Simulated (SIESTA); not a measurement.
The system is BeTe.

```xyz
2
Lattice="0.0000 2.7700 2.7700 2.7700 0.0000 2.7700 2.7700 2.7700 0.0000" Properties=species:S:1:pos:R:3 pbc="T T T"
Te    4.1550    4.1550    4.1550
Be    0.0000    0.0000    0.0000
```

```yaml
Program: SIESTA 5.4.2
Task: relaxation of cell and atoms
Functional: PBE
Potentials_or_basis: PseudoDojo 0.4 standard (PBE files)
Basis: DZP (energy shift 0.003 Ry; two zetas on semicore shells)
Grid_cutoff: 1200 Ry
Energy_shift: 0.003 Ry
k_mesh: 6 × 6 × 6
Occupations: fermi-dirac, width 0.05 eV
Spin: no spin polarisation
```

At the start: pressure 3.8 GPa; volume 21.25 Å³/atom.

**Question.** Where does the relaxation end?

**Answer.** Over 29 steps the energy falls by 23.8 meV/atom and the volume is 22.59 Å³/atom (+6.3 %); space group F-43m (No. 216, to 0.05 Å).

Step by step:
| step | energy change (eV) | largest force (eV/Å) | pressure (GPa) | volume (Å³) |
| --- | --- | --- | --- | --- |
| 1 | 0.0000 | 0.0000 | 3.81 | 42.51 |
| 2 | -0.0025 | 0.0000 | 3.75 | 42.61 |
| 3 | 0.0613 | 0.0033 | -5.64 | 50.72 |
| 4 | 0.0704 | 0.0010 | 9.87 | 40.71 |
| 5 | 0.4465 | 0.0056 | -10.00 | 58.55 |
| 6 | -0.0282 | 0.0019 | -1.53 | 47.21 |
| 7 | 0.0267 | 0.0030 | -5.71 | 49.76 |
| 8 | 0.1186 | 0.0001 | 10.98 | 39.99 |
| 9 | -0.0242 | 0.0025 | -1.69 | 47.62 |
| 10 | -0.0360 | 0.0026 | -1.96 | 46.48 |
| 11 | -0.0441 | 0.0041 | -1.64 | 45.81 |
| 12 | -0.0235 | 0.0009 | 3.67 | 43.52 |
| 13 | -0.0474 | 0.0101 | 0.59 | 45.01 |
| 14 | 0.0005 | 0.0011 | 3.83 | 42.48 |
| 15 | 0.0059 | 0.0007 | 4.08 | 42.27 |
| 16 | -0.0392 | 0.0033 | 2.79 | 44.27 |
| 17 | -0.0245 | 0.0002 | -1.66 | 47.58 |
| 18 | -0.0440 | 0.0013 | -1.66 | 45.82 |
| 19 | 0.0394 | 0.0033 | 7.44 | 41.29 |
| 20 | 1.1771 | 0.0035 | -10.35 | 69.81 |
| 21 | 0.6731 | 0.0122 | 26.83 | 34.90 |
| 22 | 0.8008 | 0.0036 | -10.11 | 64.16 |
| 23 | -0.0461 | 0.0054 | -1.20 | 45.59 |
| 24 | 0.0726 | 0.0021 | -5.43 | 51.05 |
| 25 | -0.0425 | 0.0021 | 2.28 | 44.48 |
| 26 | -0.0273 | 0.0011 | -1.53 | 47.30 |
| 27 | -0.0469 | 0.0015 | -0.88 | 45.47 |
| 28 | -0.0438 | 0.0006 | -1.70 | 45.84 |
| 29 | -0.0477 | 0.0019 | 0.05 | 45.17 |

Final structure:
```cif
data_structure
_symmetry_space_group_name_H-M 'P 1'
_symmetry_Int_Tables_number 1
_cell_length_a 3.9976
_cell_length_b 3.9976
_cell_length_c 3.9976
_cell_angle_alpha 59.996
_cell_angle_beta 59.996
_cell_angle_gamma 59.996
_cell_volume 45.17
loop_
_atom_site_label
_atom_site_type_symbol
_atom_site_fract_x
_atom_site_fract_y
_atom_site_fract_z
_atom_site_occupancy
Te1 Te 0.74999 0.74999 0.74999 1
Be1 Be 0.99999 0.99999 0.99999 1
```

Caveat: short orbitals over semicore shells can move pressures by several GPa; the basis of atomic orbitals isn't converged, which shifts pressures, moduli and gaps.
